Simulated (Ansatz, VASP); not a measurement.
**Two plane-wave programs on Ru**

INCAR

```
SYSTEM = Ru
ALGO = Fast
EDIFF = 1E-6
ENCUT = 520
GGA = PS
ISIF = 2
ISMEAR = 0
LASPH = .TRUE.
LCHARG = .FALSE.
LREAL = .FALSE.
LWAVE = .FALSE.
NBANDS = 21
NELM = 100
PREC = Accurate
SIGMA = 0.15
```

Contents of KPOINTS:

```
k-points
0
G
  21 21 12
  0 0 0
```

File POSCAR:

```
Ru
1.0
    2.7035423561      0.0000000000      0.0000000000
   -1.3517711780      2.3413363606      0.0000000000
    0.0000000000      0.0000000000      4.3435111493
Ru
2
Direct
    0.3333333333      0.6666666667      0.2500000000
    0.6666666667      0.3333333333      0.7500000000
```

Input for Ansatz:

```yaml
crystal:
  lattice:
    - [2.7035423561, 0.0, 0.0]
    - [-1.351771178, 2.3413363606, 0.0]
    - [0.0, 0.0, 4.3435111493]
  atoms:
    - { symbol: Ru, position: [0.3333333333, 0.6666666667, 0.25] }
    - { symbol: Ru, position: [0.6666666667, 0.3333333333, 0.75] }
basis:
  ecutwfc: 420
kpoints:
  mp_grid: { grid: [21, 21, 12] }
hamiltonian:
  xc: pbesol
  pseudopotentials: { kind: paw, azcp: { folder: soft_1 } }
scf:
  occupations: { method: gaussian, width: 0.15 }
output:
  forces: true
  stress: true
  eigenvalues: true
  write_density: true
  write_potential: true
  elf: true
  volumetric_format: npy
```

Alike in both runs: task single point; functional PBEsol; k mesh 21 × 21 × 12; occupations gaussian, width 0.15 eV; no spin polarisation.

```csv
,VASP,Ansatz
version,VASP 6.6.1,Ansatz 0.2.0
potentials or method,"VASP PAW PBE potentials, release 64 (Ru_pv)","scalar-relativistic, plane waves, PAW"
plane-wave cutoff (eV),520,420
valence electrons in the cell,28,32
```

VASP gave:

* gap on the k mesh at the Fermi level (eV): none
* pressure (GPa): -10.3
* largest component of the traceless stress (GPa): 5.57

Task: Estimate Ansatz's values.

Result: gap on the k mesh at the Fermi level (eV): none; pressure (GPa): -10.2; largest component of the traceless stress (GPa): 5.58.

A gap of «none» marks a metal or a gap that the smearing closes. With one functional, cell and mesh, what is left measures potentials, basis and numerics. The two sets of potentials don't hold the same shells in valence. Ansatz warned: «pseudo_functional_mismatch».

Caveats: the PAW data sets were made with another functional, which shifts forces and pressure a little (VASP).
